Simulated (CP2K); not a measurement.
Runs of CP2K 2026.2 on TiO2. It takes space group C2/m (No. 12, monoclinic). The conventional cell has a = 12.307 Å, b = 3.767 Å, c = 6.616 Å, α = 90.00°, β = 106.95°, γ = 90.00°. Around Ti (site symmetry m) lie 4 O at 1.86 to 1.94 Å. Ti (site symmetry m) is surrounded by 5 O at 1.78 to 2.03 Å. O (site symmetry m) is surrounded by 3 Ti at 1.94 to 2.03 Å. Around O (site symmetry m) lie 3 Ti at 1.96 to 2.16 Å. Around O (site symmetry m) lie 2 Ti at 1.78 to 1.87 Å. O (site symmetry m) has 2 Ti at 1.86 to 1.93 Å as nearest neighbours. The cell comes from a database or a generator and needn't be the stable form of this composition.

```tsv
task	level	cutoff of the non-local correlation (Ry)	points a segment of the path (NPOINTS)	bands added on the path	gap on the mesh (eV)	pressure (GPa)	largest force (eV/Å)
single point	revPBE	-	-	-	2.72	2.3	(c)
single point	vdW-DF-cx	150 Ry	-	-	2.71	-4.2	0.09
single point	HLE16	-	-	-	2.48	-28.2	1.64
band structure	LDA	-	10	4	(d)	-8.8	0.19
band structure	PBEsol	-	10	4	2.69	-5.1	(b)
band structure	HLE17	-	10	4	2.70	-20.6	(a)
```

Alike in all rows: potentials or basis POTENTIAL_UZH Ti GTH-PBE-q12, O GTH-PBE-q6; DZVP-MOLOPT-PBE-GTH basis; no spin polarisation; cell as given; k mesh 6 × 6 × 4; smearing fermi-dirac 0.05 eV.

Problem. Estimate the missing entries.

Solution. (a) 0.92; (b) 0.13; (c) 0.23; (d) 2.66.

Caveats: the potentials were made for another functional, which shifts forces and pressure; the basis of atomic orbitals isn't converged, which shifts pressures, moduli and gaps; the potentials were made for a functional far from this one (some runs).

A k mesh can miss the band edges.

Runs at the PBE level aren't shown here.
